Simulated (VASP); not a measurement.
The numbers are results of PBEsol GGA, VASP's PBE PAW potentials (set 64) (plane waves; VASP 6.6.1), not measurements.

VASP input:

**KPOINTS**
```
Automatic mesh
0
Gamma
6 6 6
0 0 0
```

### INCAR
```
! general
SYSTEM   =  CsCl
PREC     =  Accurate
ENCUT    =  400   ! plane-wave cut-off (eV)
LREAL    =  .FALSE.
LASPH    =  .TRUE.

! electronic loop
EDIFF    =  1E-6
NELM     =  100   ! most electronic steps
ALGO     =  Normal   ! blocked Davidson
LMAXMIX  =  4

! smearing
ISMEAR   =  0   ! Gaussian
SIGMA    =  0.05   ! width (eV)

! functional
GGA      =  PS

! ions
ISIF     =  2   ! forces and stress, cell fixed

! output
LWAVE    =  .FALSE.
LCHARG   =  .FALSE.
```

File POSCAR:
```
CsCl
1
    4.2024000000     0.0000000000     0.0000000000
    0.0000000000     4.2024000000     0.0000000000
    0.0000000000     0.0000000000     4.2024000000
Cs Cl
1 1
Direct
  0.0000000000   0.0000000000   0.0000000000
  0.5000000000   0.5000000000   0.5000000000
```

POTCAR, in this order: Cs_sv Cl (PBE.64 set). Program: vasp_std.

What VASP printed:

OSZICAR:
```
       N       E                     dE             d eps       ncg     rms          rms(c)
DAV:   1     0.899916326565E+02    0.89992E+02   -0.59596E+03   480   0.929E+02
DAV:   2    -0.388735893398E+00   -0.90380E+02   -0.83851E+02   732   0.176E+02
DAV:   3    -0.712581586721E+01   -0.67371E+01   -0.67173E+01   604   0.546E+01
DAV:   4    -0.719481422923E+01   -0.68998E-01   -0.68976E-01   556   0.701E+00
DAV:   5    -0.719574011371E+01   -0.92588E-03   -0.92580E-03   604   0.805E-01    0.208E+00
DAV:   6    -0.686138471982E+01    0.33436E+00   -0.56418E-01   560   0.420E+00    0.151E+00
DAV:   7    -0.681739158447E+01    0.43993E-01   -0.16484E-01   640   0.225E+00    0.879E-01
DAV:   8    -0.681578111764E+01    0.16105E-02   -0.14089E-02   560   0.887E-01    0.135E-01
DAV:   9    -0.681622324502E+01   -0.44213E-03   -0.35823E-03   624   0.379E-01    0.112E-01
DAV:  10    -0.681623830126E+01   -0.15056E-04   -0.32685E-04   580   0.134E-01    0.173E-02
DAV:  11    -0.681625081965E+01   -0.12518E-04   -0.46311E-05   624   0.426E-02    0.634E-03
DAV:  12    -0.681625060947E+01    0.21018E-06   -0.10386E-05   572   0.196E-02    0.213E-03
DAV:  13    -0.681625045935E+01    0.15012E-06   -0.38902E-07   384   0.461E-03
   1 F= -.68162505E+01 E0= -.68162505E+01  d E =-.222061E-16
```

File OUTCAR:
```
------------------------ aborting loop because EDIFF is reached ----------------------------------------
  FORCE on cell =-STRESS in cart. coord.  units (eV):
  Direction    XX          YY          ZZ          XY          YZ          ZX
  --------------------------------------------------------------------------------------
  Total       -0.6324075     -0.6324075     -0.6324075      0.0000000      0.0000000     -0.0000000
  in kB      -13.6526025    -13.6526025    -13.6526025      0.0000000      0.0000000     -0.0000000
  external PRESSURE =     -13.6526025 kB  Pullay stress =       0.0000000 kB
  volume of cell :       74.22
      direct lattice vectors                 reciprocal lattice vectors
     4.202400000  0.000000000  0.000000000     0.237959261  0.000000000  0.000000000
     0.000000000  4.202400000  0.000000000     0.000000000  0.237959261  0.000000000
     0.000000000  0.000000000  4.202400000     0.000000000  0.000000000  0.237959261
 POSITION                                       TOTAL-FORCE (eV/Angst)
 -----------------------------------------------------------------------------------
      0.00000      0.00000      0.00000         0.000000      0.000000      0.000000
      2.10120      2.10120      2.10120         0.000000      0.000000      0.000000
 -----------------------------------------------------------------------------------
    total drift:                                0.000000      0.000000      0.000000
  FREE ENERGIE OF THE ION-ELECTRON SYSTEM (eV)
  ---------------------------------------------------
  free  energy   TOTEN  =        -6.8162504594 eV

  energy  without entropy=       -6.8162504594  energy(sigma->0) =       -6.81625046
```
(Selected blocks of OUTCAR.)

The compound is CsCl in the CsCl type structure. The cell was not relaxed at this level. The run is one of a series of settings (GGA = PS against the base run), some of them coarse on purpose.
